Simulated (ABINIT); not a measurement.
**Sb in ABINIT: the effect of functional**

Crystal: Sb.

```
Sb
1.0
     0.00000    2.37124    2.37124
     2.37124    0.00000    2.37124
     2.37124    2.37124    0.00000
Sb
1
Direct
  0.00000 0.00000 0.00000
```

This isn't the form of Sb at room conditions, which is rhombohedral.

Alike in all runs:

- Program: ABINIT 10.8.3 (patched build)
- Task: equation of state
- k mesh: 10 × 10 × 10
- Occupations: fermi-dirac, width 0.05 eV
- Spin: no spin polarisation

```tsv
functional	potentials or basis	cutoff	V0 of scaled cells (Å³/atom)	B0 (GPa)
LDA	JTH PAW LDA v2.0	435 eV	25.69	66
PBEsol	JTH PAW PBE v2.0	435 eV	?	?
r2SCAN	JTH PAW PBE v2.0	517 eV	27.24	57
```

**Question.** What does the run with functional PBEsol give?

**Answer.** V0 of scaled cells 26.16 Å³/atom; B0 64 GPa.

Caveats: pressures at fixed basis lie under the slope of the energies; the PAW data sets were made with another functional, which shifts forces and pressure a little (some runs).
